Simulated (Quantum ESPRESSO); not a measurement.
# Al2Pt (Fm-3m) in Quantum ESPRESSO: equation of state, part 2 of 2

Quantum ESPRESSO 7.5. The steps go on from the part before.

## Step 8: Single point, PBE, 18.23 Å³/atom

pw.in reads:

```
&CONTROL
  calculation = 'scf'
  prefix = 'pwscf'
  outdir = './tmp'
  pseudo_dir = './pseudo'
  tstress = .true.
  disk_io = 'nowf'
/
&SYSTEM
  ibrav = 0
  nat = 3
  ntyp = 2
  ecutwfc = 55
  ecutrho = 440
  nbnd = 18
  occupations = 'smearing'
  smearing = 'fd'
  degauss = 0.00367493
/
&ELECTRONS
  conv_thr = 6d-10
  electron_maxstep = 120
  mixing_beta = 0.5
/
ATOMIC_SPECIES
Pt   195.0840 pt_pbe_v1.4.uspp.F.UPF
Al    26.9815 Al.pbe-n-kjpaw_psl.1.0.0.UPF
CELL_PARAMETERS angstrom
   0.0000000000    3.0129558903    3.0129558903
   3.0129558903    0.0000000000    3.0129558903
   3.0129558903    3.0129558903    0.0000000000
ATOMIC_POSITIONS crystal
Pt     0.0000000000    0.0000000000    0.0000000000
Al     0.7500000000    0.7500000000    0.7500000000
Al     0.2500000000    0.2500000000    0.2500000000
K_POINTS automatic
8 8 8 0 0 0
```

Potentials or basis: SSSP 1.3 efficiency PBE.

Run with:

```sh
> OMP_NUM_THREADS=1 mpirun -n 2 pw.x -nk 2 -in pw.in > pw.out
```

pw.out:

```text
This program is part of the open-source Quantum ESPRESSO suite
     for quantum simulation of materials; please cite
         "P. Giannozzi et al., J. Phys.:Condens. Matter 21 395502 (2009);
         "P. Giannozzi et al., J. Phys.:Condens. Matter 29 465901 (2017);
         "P. Giannozzi et al., J. Chem. Phys. 152 154105 (2020);
     in publications or presentations arising from this work. More details at

     file Al.pbe-n-kjpaw_psl.1.0.0.UPF: wavefunction(s)  3S 3P renormalized
     Message from routine setup:
     using ibrav=0 with symmetry is DISCOURAGED, use correct ibrav instead
[... 6 lines left out ...]
     --------------------
     sticks:   dense  smooth     PW     G-vecs:    dense   smooth      PW
     Sum        1957     967    301                57439    20179    3383

     Using Slab Decomposition

     bravais-lattice index     =            0
     lattice parameter (alat)  =       8.0521  a.u.
     unit-cell volume          =     369.1517 (a.u.)^3
     number of atoms/cell      =            3
     number of atomic types    =            2
     number of electrons       =        22.00
     number of Kohn-Sham states=           18
     kinetic-energy cutoff     =      55.0000  Ry
     charge density cutoff     =     440.0000  Ry
     scf convergence threshold =      6.0E-10
     mixing beta               =       0.5000
     number of iterations used =            8  plain     mixing
     Exchange-correlation= SLA  PW   PBX  PBC
                           (   1   4   3   4   0   0   0)

     celldm(1)=   8.052053  celldm(2)=   0.000000  celldm(3)=   0.000000
     celldm(4)=   0.000000  celldm(5)=   0.000000  celldm(6)=   0.000000

     crystal axes: (cart. coord. in units of alat)
               a(1) = (   0.000000   0.707107   0.707107 )
               a(2) = (   0.707107   0.000000   0.707107 )
               a(3) = (   0.707107   0.707107   0.000000 )

     reciprocal axes: (cart. coord. in units 2 pi/alat)
               b(1) = ( -0.707107  0.707107  0.707107 )
               b(2) = (  0.707107 -0.707107  0.707107 )
               b(3) = (  0.707107  0.707107 -0.707107 )

     PseudoPot. # 1 for Pt read from file:
     pt_pbe_v1.4.uspp.F.UPF
     Pseudo is Ultrasoft + core correction, Zval = 16.0
     Generated by new atomic code, or converted to UPF format
     Using radial grid of  985 points,  6 beta functions with:
                l(1) =   0
                l(2) =   0
                l(3) =   1
                l(4) =   1
                l(5) =   2
[... 30 lines left out ...]

     number of k points=    29  Fermi-Dirac smearing, width (Ry)=  0.0037
                       cart. coord. in units 2pi/alat
        k(    1) = (   0.0000000   0.0000000   0.0000000), wk =   0.0039062
        k(    2) = (   0.0883883   0.0883883  -0.0883883), wk =   0.0312500
        k(    3) = (   0.1767767   0.1767767  -0.1767767), wk =   0.0312500
        k(    4) = (   0.2651650   0.2651650  -0.2651650), wk =   0.0312500
        k(    5) = (  -0.3535534  -0.3535534   0.3535534), wk =   0.0156250
        k(    6) = (   0.1767767   0.0000000   0.0000000), wk =   0.0234375
[... 21 lines left out ...]
        k(   28) = (  -0.7071068   0.1767767  -0.0000000), wk =   0.0468750
        k(   29) = (  -0.7071068   0.3535534   0.0000000), wk =   0.0234375

     Dense  grid:    57439 G-vectors     FFT dimensions: (  54,  54,  54)

     Smooth grid:    20179 G-vectors     FFT dimensions: (  40,  40,  40)

     Initial potential from superposition of free atoms

     starting charge      21.4954, renormalised to      22.0000

     negative rho (up, down):  1.882E-01 0.000E+00
     Starting wfcs are   20 randomized atomic wfcs
     Checking if some PAW data can be deallocated...

     Self-consistent Calculation

     iteration #  1     ecut=    55.00 Ry     beta= 0.50
     Davidson diagonalization with overlap
     ethr =  1.00E-02,  avg # of iterations =  4.4

     negative rho (up, down):  1.711E-01 0.000E+00
[... 85 lines left out ...]
     iteration # 11     ecut=    55.00 Ry     beta= 0.50
     Davidson diagonalization with overlap
     ethr =  3.00E-11,  avg # of iterations =  2.0

     negative rho (up, down):  1.734E-01 0.000E+00

     End of self-consistent calculation

          k = 0.0000 0.0000 0.0000 (  2637 PWs)   bands (ev):

   -42.7239 -42.7239 -42.7239   0.4554   5.5294   5.5294   5.5294   6.8203
     6.8203  12.8021  14.0609  14.0609  14.0609  15.3732  15.3732  15.3732
    16.4195  16.4195
[... 111 lines left out ...]
   -42.7254 -42.7250 -42.7244   4.1038   4.5741   5.0218   6.2113   6.5497
     6.8668   7.3734   8.3611   9.7214  13.3503  15.5139  16.8812  18.4384
    19.1929  20.0349

          k =-0.7071 0.0000 0.0000 (  2498 PWs)   bands (ev):

   -42.7257 -42.7245 -42.7245   4.3479   4.4940   4.6161   6.7167   6.7167
     7.0509   7.2682   8.7882   8.7882  13.0340  13.5824  18.3104  20.5402
    20.5402  20.9328

          k = 0.3536 0.1768 0.0000 (  2546 PWs)   bands (ev):
[... 31 lines left out ...]
   -42.7252 -42.7250 -42.7244   3.5367   4.5836   5.5999   6.0376   6.4432
     6.7883   7.9023   8.1054  10.1269  14.3070  15.3665  16.5738  17.6233
    18.1709  20.3974

          k =-0.7071 0.1768-0.0000 (  2550 PWs)   bands (ev):

   -42.7256 -42.7247 -42.7246   4.4948   4.5752   4.5904   6.3865   6.7171
     6.9739   7.2119   8.3887   9.1950  13.6826  14.3330  17.1082  19.1231
    20.0504  20.9906

          k =-0.7071 0.3536 0.0000 (  2520 PWs)   bands (ev):

   -42.7251 -42.7251 -42.7245   4.5163   4.5163   5.1310   5.5270   6.7174
     7.2097   7.6218   7.6218   9.4335  15.2179  15.2179  16.3595  16.3743
    19.8208  22.1214

     the Fermi energy is    10.2490 ev

!    total energy              =    -289.89262250 Ry
     estimated scf accuracy    <          3.3E-11 Ry
     smearing contrib. (-TS)   =      -0.00097405 Ry
     internal energy E=F+TS    =    -289.89164845 Ry

     The total energy is F=E-TS. E is the sum of the following terms:
     one-electron contribution =     -87.63252117 Ry
     hartree contribution      =      54.71339941 Ry
     xc contribution           =     -62.06763093 Ry
     ewald contribution        =    -125.56411344 Ry
     one-center paw contrib.   =     -69.34078232 Ry

     convergence has been achieved in  11 iterations

     Computing stress (Cartesian axis) and pressure

     negative rho (up, down):  1.734E-01 0.000E+00
          total   stress  (Ry/bohr**3)                   (kbar)     P=      -48.31
  -0.00032841   0.00000000  -0.00000000          -48.31        0.00       -0.00
   0.00000000  -0.00032841   0.00000000            0.00      -48.31        0.00
  -0.00000000   0.00000000  -0.00032841           -0.00        0.00      -48.31

=------------------------------------------------------------------------------=
   JOB DONE.
=------------------------------------------------------------------------------=
```

Run time: 24 s. Hardware: 2 MPI ranks of AMD EPYC 7R43 (Zen 3), shared host; peak memory 0.34 GiB.

Results:

```
Free energy            : -3944.1901 eV
Pressure               : -4.8 GPa
Band gap on the k mesh : none (metal or under the smearing width)
```

## Step 9: Equation of state, PBE

Potentials or basis: SSSP 1.3 efficiency PBE.

This step only gathers the single runs of the series.

What came out:

| Item | Value |
| --- | --- |
| Equilibrium volume | 17.51 Å³/atom |
| Bulk modulus | 130 GPa |
| Pressure derivative of the bulk modulus | 4.5 |

Energy against volume, from the lowest point:
```
volume (Å³/atom)  energy (meV/atom)
          16.170              48.16
          16.514              25.64
          16.858              10.60
          17.202               2.28
          17.546               0.00
          17.890               3.13
          18.234              11.13
```
